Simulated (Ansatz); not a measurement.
Relaxation of a periodic cell of 23 atoms, Ca₈F₁₅ (host CaF2, host structure Fm-3m, one F atom removed), to a largest force component of 0.03 eV/Å in at most 60 steps.

The calculation used DFT PBEsol, scalar-relativistic, plane waves, PAW in Ansatz 0.2.0. Settings: PAW set soft_1, cutoff 420 eV, k mesh 2x2x2, gaussian smearing 0.02 eV, spin collinear.

```xyz
23
Lattice="0.0000 5.2786 5.2786 5.2786 0.0000 5.2786 5.2786 5.2786 0.0000" Properties=species:S:1:pos:R:3:forces:R:3
Ca 0.000 0.000 0.000 -0.01 -0.01 -0.01
F 1.320 1.320 3.959 0.00 0.00 -0.15
F 3.959 3.959 3.959 0.00 0.00 0.00
Ca 2.639 2.639 0.000 0.01 0.01 -0.01
F 3.959 3.959 1.320 0.00 0.00 -0.02
Ca 2.639 0.000 2.639 0.01 -0.01 0.01
F 3.959 1.320 3.959 0.00 -0.02 0.00
F 6.598 3.959 6.598 0.00 -0.15 0.00
Ca 5.279 2.639 2.639 -0.05 0.05 0.05
F 6.598 3.959 3.959 0.02 0.00 0.00
F 9.238 6.598 6.598 0.15 0.00 0.00
Ca 0.000 2.639 2.639 -0.01 0.01 0.01
F 1.320 3.959 3.959 -0.02 0.00 0.00
F 3.959 6.598 6.598 -0.15 0.00 0.00
Ca 2.639 5.279 2.639 0.05 -0.05 0.05
F 3.959 6.598 3.959 0.00 0.02 0.00
F 6.598 9.238 6.598 0.00 0.15 0.00
Ca 2.639 2.639 5.279 0.05 0.05 -0.05
F 3.959 3.959 6.598 0.00 0.00 0.02
F 6.598 6.598 9.238 0.00 0.00 0.15
Ca 5.279 5.279 5.279 -0.05 -0.05 -0.05
F 6.598 6.598 6.598 0.00 0.00 0.00
F 9.238 9.238 9.238 0.00 0.00 0.00
```

Task: Where does it end, and by what steps?

Result: The forces met the threshold. Limits of this set-up: coarse k mesh, PAW files made for another functional, a small cell, in which the defect meets its images, a typed lattice constant that wasn't relaxed here. After 2 steps the energy has fallen by 0.010 eV; F20 moved furthest, 0.02 Å.

```json
{"step": "0", "energy less start (eV)": "0.0000", "largest force component (eV/Å)": "0.149", "accepted": "yes"}
{"step": "1", "energy less start (eV)": "-0.0087", "largest force component (eV/Å)": "0.035", "accepted": "yes"}
{"step": "2", "energy less start (eV)": "-0.0099", "largest force component (eV/Å)": "0.011", "accepted": "yes"}
```

```xyz
23
Lattice="0.0000 5.2786 5.2786 5.2786 0.0000 5.2786 5.2786 5.2786 0.0000" Properties=species:S:1:pos:R:3
Ca 0.000 0.000 0.000
F 1.320 1.320 3.939
F 3.959 3.959 3.959
Ca 2.639 2.639 0.000
F 3.959 3.959 1.319
Ca 2.639 0.000 2.639
F 3.959 1.319 3.959
F 6.598 3.939 6.598
Ca 5.275 2.643 2.643
F 6.599 3.959 3.959
F 9.257 6.598 6.598
Ca 0.000 2.639 2.639
F 1.319 3.959 3.959
F 3.939 6.598 6.598
Ca 2.643 5.275 2.643
F 3.959 6.599 3.959
F 6.598 9.257 6.598
Ca 2.643 2.643 5.275
F 3.959 3.959 6.599
F 6.598 6.598 9.257
Ca 5.275 5.275 5.275
F 6.598 6.598 6.598
F 9.238 9.238 9.238
```

Whether the end is a true minimum wasn't checked by a vibrational analysis.

The run took 11 s on 4 threads of Intel(R) Xeon(R) Platinum 8488C (Sapphire Rapids), on a shared host, peak memory 1.1 GiB.
